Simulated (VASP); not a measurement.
# SnSe (Fm-3m) in VASP: settings compared, part 2 of 8

VASP 6.6.1. The steps go on from the part before.

**11. Equation of state, r2SCAN, 28.09 Å³/atom**

Input file INCAR:

```
SYSTEM = SnSe
PREC = Accurate ; ENCUT = 900
EDIFF = 1E-7 ; ISMEAR = 0
SIGMA = 0.05 ; LREAL = .False.
LASPH = .True. ; NELM = 100
ALGO = Normal ; ISIF = 2
LWAVE = .False. ; LCHARG = .False.
METAGGA = R2SCAN ; LMIXTAU = .True.
ADDGRID = .False.
```

Input file KPOINTS:

```
regular mesh
0
Gamma
  10 10 10
  0 0 0
```

Input file POSCAR:

```
SnSe
1.0
    0.0000000000      3.0398039185      3.0398039185
    3.0398039185      0.0000000000      3.0398039185
    3.0398039185      3.0398039185      0.0000000000
Sn Se
1 1
Direct
    0.0000000000      0.0000000000      0.0000000000
    0.5000000000      0.5000000000      0.5000000000
```

On the command line:

```sh
> cat potpaw_PBE.64/Sn_d/POTCAR potpaw_PBE.64/Se/POTCAR > POTCAR
> mpirun -np 1 vasp_std > vasp.out
```

Run time: 5.7 min. Hardware: 1 thread of Intel Xeon Platinum 8488C (Sapphire Rapids), shared host; peak memory 0.34 GiB.

These settings aren't checked as converged: the numbers below hold their error.

Results:

```
Free energy            : -39.8711 eV
Pressure               : -1.5 GPa
Band gap on the k mesh : 0.32 eV, direct
```

Caveat: the PAW data sets were made with another functional, which shifts forces and pressure a little; spin-orbit coupling is left out, which moves the levels of the heavy elements.

**12. Equation of state, r2SCAN, 26.45 Å³/atom**

Edit INCAR of step 11 so:

```diff
@@ -1,3 +1,3 @@
 SYSTEM = SnSe
-PREC = Accurate ; ENCUT = 900
+PREC = Accurate ; ENCUT = 200
 EDIFF = 1E-7 ; ISMEAR = 0
```

Input file KPOINTS:

```
regular mesh
0
Gamma
  4 4 4
  0 0 0
```

Input file POSCAR:

```
SnSe
1.0
    0.0000000000      2.9795938807      2.9795938807
    2.9795938807      0.0000000000      2.9795938807
    2.9795938807      2.9795938807      0.0000000000
Sn Se
1 1
Direct
    0.0000000000      0.0000000000      0.0000000000
    0.5000000000      0.5000000000      0.5000000000
```

Potentials or basis: VASP PAW PBE potentials, release 64 (Sn_d, Se).

On the command line:

```sh
> cat potpaw_PBE.64/Sn_d/POTCAR potpaw_PBE.64/Se/POTCAR > POTCAR
> mpirun -np 1 vasp_std > vasp.out
```

Run time: 21 s. Hardware: 1 thread of Intel Xeon Platinum 8488C (Sapphire Rapids), shared host; peak memory 0.12 GiB.

The run converged, but a check on its numbers failed (symmetry, net force, bounds or a known fault of this set-up), so they aren't taken as properties of the crystal.

Caveat: the k mesh is coarse (spacing up to 0.46 Å⁻¹), so the values aren't converged; the cutoff lies under the usual one of these potentials, so the numbers hold a large basis-set error; the PAW data sets were made with another functional, which shifts forces and pressure a little; spin-orbit coupling is left out, which moves the levels of the heavy elements.

**13. Equation of state, r2SCAN, 28.09 Å³/atom**

INCAR is that of step 12.

KPOINTS is that of step 12.

Input file POSCAR:

```
SnSe
1.0
    0.0000000000      3.0398039185      3.0398039185
    3.0398039185      0.0000000000      3.0398039185
    3.0398039185      3.0398039185      0.0000000000
Sn Se
1 1
Direct
    0.0000000000      0.0000000000      0.0000000000
    0.5000000000      0.5000000000      0.5000000000
```

On the command line:

```sh
> cat potpaw_PBE.64/Sn_d/POTCAR potpaw_PBE.64/Se/POTCAR > POTCAR
> mpirun -np 1 vasp_std > vasp.out
```

It took 18 s on 1 thread of Intel Xeon Platinum 8488C (Sapphire Rapids), shared host; peak memory 0.12 GiB.

The run converged, but a check on its numbers failed (symmetry, net force, bounds or a known fault of this set-up), so they aren't taken as properties of the crystal.

Caveat: the k mesh is coarse (spacing up to 0.45 Å⁻¹), so the values aren't converged; the cutoff lies under the usual one of these potentials, so the numbers hold a large basis-set error; the PAW data sets were made with another functional, which shifts forces and pressure a little; spin-orbit coupling is left out, which moves the levels of the heavy elements.

**14. Equation of state, r2SCAN, 26.45 Å³/atom**

Edit INCAR of step 13 so:

```diff
@@ -1,3 +1,3 @@
 SYSTEM = SnSe
-PREC = Accurate ; ENCUT = 200
+PREC = Accurate ; ENCUT = 300
 EDIFF = 1E-7 ; ISMEAR = 0
```

KPOINTS is that of step 13.

Input file POSCAR:

```
SnSe
1.0
    0.0000000000      2.9795938807      2.9795938807
    2.9795938807      0.0000000000      2.9795938807
    2.9795938807      2.9795938807      0.0000000000
Sn Se
1 1
Direct
    0.0000000000      0.0000000000      0.0000000000
    0.5000000000      0.5000000000      0.5000000000
```

On the command line:

```sh
> cat potpaw_PBE.64/Sn_d/POTCAR potpaw_PBE.64/Se/POTCAR > POTCAR
> mpirun -np 1 vasp_std > vasp.out
```

It took 21 s on 1 thread of Intel Xeon Platinum 8488C (Sapphire Rapids), shared host; peak memory 0.13 GiB.

The run converged, but some of its settings lie outside the range that counts as converged, so its numbers aren't taken as properties of the crystal.

What came out:

```yaml
Free_energy: -39.9063 eV
Pressure: -0.1 GPa
Band_gap_on_the_k_mesh: 0.59 eV, direct
```

Caveat: the k mesh is coarse (spacing up to 0.46 Å⁻¹), so the values aren't converged; the PAW data sets were made with another functional, which shifts forces and pressure a little; spin-orbit coupling is left out, which moves the levels of the heavy elements.

**15. Equation of state, r2SCAN, 28.09 Å³/atom**

INCAR is that of step 14.

KPOINTS is that of step 14.

Input file POSCAR:

```
SnSe
1.0
    0.0000000000      3.0398039185      3.0398039185
    3.0398039185      0.0000000000      3.0398039185
    3.0398039185      3.0398039185      0.0000000000
Sn Se
1 1
Direct
    0.0000000000      0.0000000000      0.0000000000
    0.5000000000      0.5000000000      0.5000000000
```

Potentials or basis: VASP PAW PBE potentials, release 64 (Sn_d, Se).

On the command line:

```sh
> cat potpaw_PBE.64/Sn_d/POTCAR potpaw_PBE.64/Se/POTCAR > POTCAR
> mpirun -np 1 vasp_std > vasp.out
```

Run time: 19 s. Hardware: 1 thread of Intel Xeon Platinum 8488C (Sapphire Rapids), shared host; peak memory 0.13 GiB.

The run converged, but some of its settings lie outside the range that counts as converged, so its numbers aren't taken as properties of the crystal.

Results:

* Free energy: -39.8781 eV
* Pressure: -3.1 GPa
* Band gap on the k mesh: 0.32 eV, direct

Caveat: the k mesh is coarse (spacing up to 0.45 Å⁻¹), so the values aren't converged; the PAW data sets were made with another functional, which shifts forces and pressure a little; spin-orbit coupling is left out, which moves the levels of the heavy elements.

**16. Equation of state, r2SCAN, 26.45 Å³/atom**

Edit INCAR of step 15 so:

```diff
@@ -1,3 +1,3 @@
 SYSTEM = SnSe
-PREC = Accurate ; ENCUT = 300
+PREC = Accurate ; ENCUT = 200
 EDIFF = 1E-7 ; ISMEAR = 0
```

Input file KPOINTS:

```
regular mesh
0
Gamma
  5 5 5
  0 0 0
```

Input file POSCAR:

```
SnSe
1.0
    0.0000000000      2.9795938807      2.9795938807
    2.9795938807      0.0000000000      2.9795938807
    2.9795938807      2.9795938807      0.0000000000
Sn Se
1 1
Direct
    0.0000000000      0.0000000000      0.0000000000
    0.5000000000      0.5000000000      0.5000000000
```

On the command line:

```sh
> cat potpaw_PBE.64/Sn_d/POTCAR potpaw_PBE.64/Se/POTCAR > POTCAR
> mpirun -np 1 vasp_std > vasp.out
```

Wall time 21 s (1 thread of Intel Xeon Platinum 8488C (Sapphire Rapids), shared host); peak memory 0.12 GiB.

The run converged, but a check on its numbers failed (symmetry, net force, bounds or a known fault of this set-up), so they aren't taken as properties of the crystal.

Caveat: the cutoff lies under the usual one of these potentials, so the numbers hold a large basis-set error; this odd mesh misses L, where the gap lies, so gap, dielectric constants and Born charges aren't listed; the PAW data sets were made with another functional, which shifts forces and pressure a little.

**17. Equation of state, r2SCAN, 28.09 Å³/atom**

INCAR is that of step 16.

KPOINTS is that of step 16.

Input file POSCAR:

```
SnSe
1.0
    0.0000000000      3.0398039185      3.0398039185
    3.0398039185      0.0000000000      3.0398039185
    3.0398039185      3.0398039185      0.0000000000
Sn Se
1 1
Direct
    0.0000000000      0.0000000000      0.0000000000
    0.5000000000      0.5000000000      0.5000000000
```

On the command line:

```sh
> cat potpaw_PBE.64/Sn_d/POTCAR potpaw_PBE.64/Se/POTCAR > POTCAR
> mpirun -np 1 vasp_std > vasp.out
```

Wall time 21 s (1 thread of Intel Xeon Platinum 8488C (Sapphire Rapids), shared host); peak memory 0.12 GiB.

The run converged, but a check on its numbers failed (symmetry, net force, bounds or a known fault of this set-up), so they aren't taken as properties of the crystal.

Caveat: the cutoff lies under the usual one of these potentials, so the numbers hold a large basis-set error; this odd mesh misses L, where the gap lies, so gap, dielectric constants and Born charges aren't listed; the PAW data sets were made with another functional, which shifts forces and pressure a little.

**18. Equation of state, r2SCAN, 26.45 Å³/atom**

Edit INCAR of step 17 so:

```diff
@@ -1,3 +1,3 @@
 SYSTEM = SnSe
-PREC = Accurate ; ENCUT = 200
+PREC = Accurate ; ENCUT = 350
 EDIFF = 1E-7 ; ISMEAR = 0
```

Input file KPOINTS:

```
regular mesh
0
Gamma
  4 4 4
  0 0 0
```

Input file POSCAR:

```
SnSe
1.0
    0.0000000000      2.9795938807      2.9795938807
    2.9795938807      0.0000000000      2.9795938807
    2.9795938807      2.9795938807      0.0000000000
Sn Se
1 1
Direct
    0.0000000000      0.0000000000      0.0000000000
    0.5000000000      0.5000000000      0.5000000000
```

Potentials or basis: VASP PAW PBE potentials, release 64 (Sn_d, Se).

On the command line:

```sh
> cat potpaw_PBE.64/Sn_d/POTCAR potpaw_PBE.64/Se/POTCAR > POTCAR
> mpirun -np 1 vasp_std > vasp.out
```

Run time: 34 s. Hardware: 1 thread of Intel Xeon Platinum 8488C (Sapphire Rapids), shared host; peak memory 0.16 GiB.

The run converged, but some of its settings lie outside the range that counts as converged, so its numbers aren't taken as properties of the crystal.

Results:

```yaml
Free_energy: -39.9075 eV
Pressure: -0.1 GPa
Band_gap_on_the_k_mesh: 0.59 eV, direct
```

Caveat: the k mesh is coarse (spacing up to 0.46 Å⁻¹), so the values aren't converged; the PAW data sets were made with another functional, which shifts forces and pressure a little; spin-orbit coupling is left out, which moves the levels of the heavy elements.

**19. Equation of state, r2SCAN, 28.09 Å³/atom**

INCAR is that of step 18.

KPOINTS is that of step 18.

Input file POSCAR:

```
SnSe
1.0
    0.0000000000      3.0398039185      3.0398039185
    3.0398039185      0.0000000000      3.0398039185
    3.0398039185      3.0398039185      0.0000000000
Sn Se
1 1
Direct
    0.0000000000      0.0000000000      0.0000000000
    0.5000000000      0.5000000000      0.5000000000
```

On the command line:

```sh
> cat potpaw_PBE.64/Sn_d/POTCAR potpaw_PBE.64/Se/POTCAR > POTCAR
> mpirun -np 1 vasp_std > vasp.out
```

Wall time 33 s (1 thread of Intel Xeon Platinum 8488C (Sapphire Rapids), shared host); peak memory 0.15 GiB.

These settings aren't checked as converged: the numbers below hold their error.

What came out:

```
Free energy            : -39.8793 eV
Pressure               : -3.1 GPa
Band gap on the k mesh : 0.32 eV, direct
```

Caveat: the k mesh is coarse (spacing up to 0.45 Å⁻¹), so the values aren't converged; the PAW data sets were made with another functional, which shifts forces and pressure a little; spin-orbit coupling is left out, which moves the levels of the heavy elements.

**20. Equation of state, r2SCAN, 26.45 Å³/atom**

Edit INCAR of step 19 so:

```diff
@@ -1,3 +1,3 @@
 SYSTEM = SnSe
-PREC = Accurate ; ENCUT = 350
+PREC = Accurate ; ENCUT = 400
 EDIFF = 1E-7 ; ISMEAR = 0
```

KPOINTS is that of step 19.

Input file POSCAR:

```
SnSe
1.0
    0.0000000000      2.9795938807      2.9795938807
    2.9795938807      0.0000000000      2.9795938807
    2.9795938807      2.9795938807      0.0000000000
Sn Se
1 1
Direct
    0.0000000000      0.0000000000      0.0000000000
    0.5000000000      0.5000000000      0.5000000000
```

On the command line:

```sh
> cat potpaw_PBE.64/Sn_d/POTCAR potpaw_PBE.64/Se/POTCAR > POTCAR
> mpirun -np 1 vasp_std > vasp.out
```

Run time: 28 s. Hardware: 1 thread of Intel Xeon Platinum 8488C (Sapphire Rapids), shared host; peak memory 0.15 GiB.

The run converged, but some of its settings lie outside the range that counts as converged, so its numbers aren't taken as properties of the crystal.

What came out:

- Free energy: -39.9107 eV
- Pressure: 0.1 GPa
- Band gap on the k mesh: 0.59 eV, direct

Caveat: the k mesh is coarse (spacing up to 0.46 Å⁻¹), so the values aren't converged; the PAW data sets were made with another functional, which shifts forces and pressure a little; spin-orbit coupling is left out, which moves the levels of the heavy elements.

**21. Equation of state, r2SCAN, 28.09 Å³/atom**

INCAR is that of step 20.

KPOINTS is that of step 20.

Input file POSCAR:

```
SnSe
1.0
    0.0000000000      3.0398039185      3.0398039185
    3.0398039185      0.0000000000      3.0398039185
    3.0398039185      3.0398039185      0.0000000000
Sn Se
1 1
Direct
    0.0000000000      0.0000000000      0.0000000000
    0.5000000000      0.5000000000      0.5000000000
```

Potentials or basis: VASP PAW PBE potentials, release 64 (Sn_d, Se).

On the command line:

```sh
> cat potpaw_PBE.64/Sn_d/POTCAR potpaw_PBE.64/Se/POTCAR > POTCAR
> mpirun -np 1 vasp_std > vasp.out
```

Run time: 28 s. Hardware: 1 thread of Intel Xeon Platinum 8488C (Sapphire Rapids), shared host; peak memory 0.15 GiB.

These settings aren't checked as converged: the numbers below hold their error.

What came out:

```
Free energy            : -39.8826 eV
Pressure               : -2.9 GPa
Band gap on the k mesh : 0.32 eV, direct
```

Caveat: the k mesh is coarse (spacing up to 0.45 Å⁻¹), so the values aren't converged; the PAW data sets were made with another functional, which shifts forces and pressure a little; spin-orbit coupling is left out, which moves the levels of the heavy elements.

**22. Equation of state, r2SCAN, 26.45 Å³/atom**

Edit INCAR of step 21 so:

```diff
@@ -1,3 +1,3 @@
 SYSTEM = SnSe
-PREC = Accurate ; ENCUT = 400
+PREC = Accurate ; ENCUT = 200
 EDIFF = 1E-7 ; ISMEAR = 0
```

Input file KPOINTS:

```
regular mesh
0
Gamma
  6 6 6
  0 0 0
```

Input file POSCAR:

```
SnSe
1.0
    0.0000000000      2.9795938807      2.9795938807
    2.9795938807      0.0000000000      2.9795938807
    2.9795938807      2.9795938807      0.0000000000
Sn Se
1 1
Direct
    0.0000000000      0.0000000000      0.0000000000
    0.5000000000      0.5000000000      0.5000000000
```

On the command line:

```sh
> cat potpaw_PBE.64/Sn_d/POTCAR potpaw_PBE.64/Se/POTCAR > POTCAR
> mpirun -np 1 vasp_std > vasp.out
```

It took 21 s on 1 thread of Intel Xeon Platinum 8488C (Sapphire Rapids), shared host; peak memory 0.12 GiB.

The run converged, but a check on its numbers failed (symmetry, net force, bounds or a known fault of this set-up), so they aren't taken as properties of the crystal.

Caveat: the cutoff lies under the usual one of these potentials, so the numbers hold a large basis-set error; the PAW data sets were made with another functional, which shifts forces and pressure a little; spin-orbit coupling is left out, which moves the levels of the heavy elements.

**23. Equation of state, r2SCAN, 28.09 Å³/atom**

INCAR is that of step 22.

KPOINTS is that of step 22.

Input file POSCAR:

```
SnSe
1.0
    0.0000000000      3.0398039185      3.0398039185
    3.0398039185      0.0000000000      3.0398039185
    3.0398039185      3.0398039185      0.0000000000
Sn Se
1 1
Direct
    0.0000000000      0.0000000000      0.0000000000
    0.5000000000      0.5000000000      0.5000000000
```

On the command line:

```sh
> cat potpaw_PBE.64/Sn_d/POTCAR potpaw_PBE.64/Se/POTCAR > POTCAR
> mpirun -np 1 vasp_std > vasp.out
```

It took 23 s on 1 thread of Intel Xeon Platinum 8488C (Sapphire Rapids), shared host; peak memory 0.12 GiB.

The run converged, but a check on its numbers failed (symmetry, net force, bounds or a known fault of this set-up), so they aren't taken as properties of the crystal.

Caveat: the cutoff lies under the usual one of these potentials, so the numbers hold a large basis-set error; the PAW data sets were made with another functional, which shifts forces and pressure a little; spin-orbit coupling is left out, which moves the levels of the heavy elements.

**24. Equation of state, r2SCAN, 26.45 Å³/atom**

Edit INCAR of step 23 so:

```diff
@@ -1,3 +1,3 @@
 SYSTEM = SnSe
-PREC = Accurate ; ENCUT = 200
+PREC = Accurate ; ENCUT = 300
 EDIFF = 1E-7 ; ISMEAR = 0
```

Input file KPOINTS:

```
regular mesh
0
Gamma
  5 5 5
  0 0 0
```

Input file POSCAR:

```
SnSe
1.0
    0.0000000000      2.9795938807      2.9795938807
    2.9795938807      0.0000000000      2.9795938807
    2.9795938807      2.9795938807      0.0000000000
Sn Se
1 1
Direct
    0.0000000000      0.0000000000      0.0000000000
    0.5000000000      0.5000000000      0.5000000000
```

Potentials or basis: VASP PAW PBE potentials, release 64 (Sn_d, Se).

On the command line:

```sh
> cat potpaw_PBE.64/Sn_d/POTCAR potpaw_PBE.64/Se/POTCAR > POTCAR
> mpirun -np 1 vasp_std > vasp.out
```

Wall time 20 s (1 thread of Intel Xeon Platinum 8488C (Sapphire Rapids), shared host); peak memory 0.13 GiB.

These settings aren't checked as converged: the numbers below hold their error.

What came out:

* Free energy: -39.8853 eV
* Pressure: 1.3 GPa

Caveat: this odd mesh misses L, where the gap lies, so gap, dielectric constants and Born charges aren't listed; the PAW data sets were made with another functional, which shifts forces and pressure a little.

**25. Equation of state, r2SCAN, 28.09 Å³/atom**

INCAR is that of step 24.

KPOINTS is that of step 24.

Input file POSCAR:

```
SnSe
1.0
    0.0000000000      3.0398039185      3.0398039185
    3.0398039185      0.0000000000      3.0398039185
    3.0398039185      3.0398039185      0.0000000000
Sn Se
1 1
Direct
    0.0000000000      0.0000000000      0.0000000000
    0.5000000000      0.5000000000      0.5000000000
```

On the command line:

```sh
> cat potpaw_PBE.64/Sn_d/POTCAR potpaw_PBE.64/Se/POTCAR > POTCAR
> mpirun -np 1 vasp_std > vasp.out
```

It took 23 s on 1 thread of Intel Xeon Platinum 8488C (Sapphire Rapids), shared host; peak memory 0.14 GiB.

The run converged, but some of its settings lie outside the range that counts as converged, so its numbers aren't taken as properties of the crystal.

What came out:

| Property | Result |
| --- | --- |
| Free energy | -39.8820 eV |
| Pressure | -1.9 GPa |

Caveat: this odd mesh misses L, where the gap lies, so gap, dielectric constants and Born charges aren't listed; the PAW data sets were made with another functional, which shifts forces and pressure a little.

**26. Equation of state, r2SCAN, 26.45 Å³/atom**

Edit INCAR of step 25 so:

```diff
@@ -1,3 +1,3 @@
 SYSTEM = SnSe
-PREC = Accurate ; ENCUT = 300
+PREC = Accurate ; ENCUT = 500
 EDIFF = 1E-7 ; ISMEAR = 0
```

Input file KPOINTS:

```
regular mesh
0
Gamma
  4 4 4
  0 0 0
```

Input file POSCAR:

```
SnSe
1.0
    0.0000000000      2.9795938807      2.9795938807
    2.9795938807      0.0000000000      2.9795938807
    2.9795938807      2.9795938807      0.0000000000
Sn Se
1 1
Direct
    0.0000000000      0.0000000000      0.0000000000
    0.5000000000      0.5000000000      0.5000000000
```

On the command line:

```sh
> cat potpaw_PBE.64/Sn_d/POTCAR potpaw_PBE.64/Se/POTCAR > POTCAR
> mpirun -np 1 vasp_std > vasp.out
```

Wall time 26 s (1 thread of Intel Xeon Platinum 8488C (Sapphire Rapids), shared host); peak memory 0.18 GiB.

These settings aren't checked as converged: the numbers below hold their error.

Results:

- Free energy: -39.9128 eV
- Pressure: 0.1 GPa
- Band gap on the k mesh: 0.59 eV, direct

Caveat: the k mesh is coarse (spacing up to 0.46 Å⁻¹), so the values aren't converged; the PAW data sets were made with another functional, which shifts forces and pressure a little; spin-orbit coupling is left out, which moves the levels of the heavy elements.

**27. Equation of state, r2SCAN, 28.09 Å³/atom**

INCAR is that of step 26.

KPOINTS is that of step 26.

Input file POSCAR:

```
SnSe
1.0
    0.0000000000      3.0398039185      3.0398039185
    3.0398039185      0.0000000000      3.0398039185
    3.0398039185      3.0398039185      0.0000000000
Sn Se
1 1
Direct
    0.0000000000      0.0000000000      0.0000000000
    0.5000000000      0.5000000000      0.5000000000
```

Potentials or basis: VASP PAW PBE potentials, release 64 (Sn_d, Se).

On the command line:

```sh
> cat potpaw_PBE.64/Sn_d/POTCAR potpaw_PBE.64/Se/POTCAR > POTCAR
> mpirun -np 1 vasp_std > vasp.out
```

It took 29 s on 1 thread of Intel Xeon Platinum 8488C (Sapphire Rapids), shared host; peak memory 0.18 GiB.

The run converged, but some of its settings lie outside the range that counts as converged, so its numbers aren't taken as properties of the crystal.

Results:

```
Free energy            : -39.8847 eV
Pressure               : -2.8 GPa
Band gap on the k mesh : 0.32 eV, direct
```

Caveat: the k mesh is coarse (spacing up to 0.45 Å⁻¹), so the values aren't converged; the PAW data sets were made with another functional, which shifts forces and pressure a little; spin-orbit coupling is left out, which moves the levels of the heavy elements.

[end of part 2 of 8]
